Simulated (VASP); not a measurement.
# GaAs in VASP: how settings move the PBE single point

Aim: see what changed inputs do to the PBE single point of GaAs in the zincblende structure, under -4.0 % biaxial strain in x and y, free along z.

Program: VASP 6.6.1. PAW datasets, plane waves. Computed at 0 K without zero-point motion; spin polarisation is off (in the reference).

**1. The structure to begin with**

The cell comes from an earlier relaxation with r2SCAN in another program, then strained, with the atoms relaxed again. Some of the altered inputs switch spin polarisation on.

The symmetry is I-4m2 (No. 119, tetragonal); a = 3.846 Å, c = 5.856 Å in the conventional setting, 21.66 Å³ an atom. Near Ga stand 4 As at 2.42 Å; near As stand 4 Ga at 2.42 Å.

Structure file:

```cif
data_structure
_symmetry_space_group_name_H-M 'P 1'
_symmetry_Int_Tables_number 1
_cell_length_a 3.9962
_cell_length_b 3.9962
_cell_length_c 3.8463
_cell_angle_alpha 61.233
_cell_angle_beta 61.233
_cell_angle_gamma 57.534
_cell_volume 43.32
loop_
_atom_site_label
_atom_site_type_symbol
_atom_site_fract_x
_atom_site_fract_y
_atom_site_fract_z
_atom_site_occupancy
Ga1 Ga 0.00000 0.00000 0.00000 1
As1 As 0.25000 0.25000 0.25000 1
```

**2. Reference**

The input, INCAR:

```
ENCUT = 520.000000
SIGMA = 0.020000
EDIFF = 1.00e-07
GGA = PE
PREC = Accurate
IBRION = -1
ISIF = 2
ISMEAR = -1
NBANDS = 16
NELM = 120
NSW = 0
LASPH = .TRUE.
LCHARG = .FALSE.
LWAVE = .FALSE.
LREAL = .FALSE.
```

The input, KPOINTS:

```
KPOINTS created by Atomic Simulation Environment
0
Gamma
8 8 8
0 0 0
```

The input, POSCAR:

```
Ga As
 1.0000000000000000
     0.0000000000000000    2.7197616916000000    2.9278579822999999
     2.7197616916000000    0.0000000000000000    2.9278579822999999
     2.7197616916000000    2.7197616916000000    0.0000000000000000
 Ga  As
   1   1
Cartesian
  0.0000000000000000  0.0000000000000000  0.0000000000000000
  1.3598808458000000  1.3598808458000000  1.4639289911500000
```

A file KPOINTS_OPT adds named points for the levels; it doesn't enter the self-consistent loop.

Potentials: the recommended PBE PAW datasets, 18 valence electrons.

Command:

```
> mpirun -np 1 vasp_std
```

**3. Variant 1**

INCAR: that of step 2 with these lines changed.

```diff
@@ -9,3 +9,2 @@
 NBANDS = 16
-NELM = 120
 NSW = 0
@@ -15 +14,4 @@
 LREAL = .FALSE.
+ISPIN = 2
+MAGMOM = -2 2
+NELM = 82
```

KPOINTS is that of step 2.

POSCAR is that of step 2.

**4. Variant 2**

The input, INCAR:

```
ENCUT = 520.000000
EDIFF = 1.00e-07
GGA = PE
PREC = Accurate
IBRION = -1
ISIF = 2
NBANDS = 16
NSW = 0
LASPH = .TRUE.
LCHARG = .FALSE.
LWAVE = .FALSE.
LREAL = .FALSE.
ALGO = Conjugate
ISMEAR = -4
SIGMA = 0.5
ISPIN = 2
MAGMOM = -0.5 0.5
NELM = 50
```

KPOINTS is that of step 2.

POSCAR is that of step 2.

**5. Variant 3**

INCAR: that of step 2 with these lines changed.

```diff
@@ -8,3 +8,2 @@
 ISMEAR = -1
-NBANDS = 16
 NELM = 120
@@ -15 +14,3 @@
 LREAL = .FALSE.
+LMAXMIX = 6
+NBANDS = 21
```

The input, KPOINTS:

```
KPOINTS created by Atomic Simulation Environment
0
Monkhorst-Pack
8 8 8
0 0 0
```

POSCAR is that of step 2.

**6. Variant 4**

INCAR: that of step 2 with these lines changed.

```diff
@@ -9,3 +9,2 @@
 NBANDS = 16
-NELM = 120
 NSW = 0
@@ -15 +14,3 @@
 LREAL = .FALSE.
+NELM = 80
+ICHARG = 11
```

KPOINTS is that of step 2.

POSCAR is that of step 2.

**Question.** What will these runs give? Wanted: for each run, changed; ending; energy change; pressure; electronic steps; usable.

**Answer**, as computed:

| run | changed | ending | energy change (meV/atom) | pressure (GPa) | gap on the mesh (eV; negative: overlap) | electronic steps | time | usable |
| --- | --- | --- | --- | --- | --- | --- | --- | --- |
| ref. | – | converged | 0 | 6.9 | 0.63 | 14 | 55 s | yes |
| 1 | ISPIN = 2, MAGMOM = -2 2, NELM = 82 | converged | 0.0 | 6.9 | – | 16 | 2 min | yes |
| 2 | ALGO = Conjugate, ISMEAR = -4, SIGMA = 0.5, ISPIN = 2, MAGMOM = -0.5 0.5, NELM = 50 | converged | 0.0 | 6.9 | – | 19 | 1.8 min | yes |
| 3 | LMAXMIX = 6, NBANDS = 21, shifted mesh | converged | -2.5 | 6.9 | 0.95 | 14 | 2.3 min | yes |
| 4 | ICHARG = 11 | refused | – | – | – | – | 1.1 s | no |

Of 4 altered inputs, 1 gave no result, 3 gave usable results. Among the usable ones with comparable energies, «LMAXMIX = 6, NBANDS = 21, shifted mesh» moves the energy most, by -2.5 meV/atom.
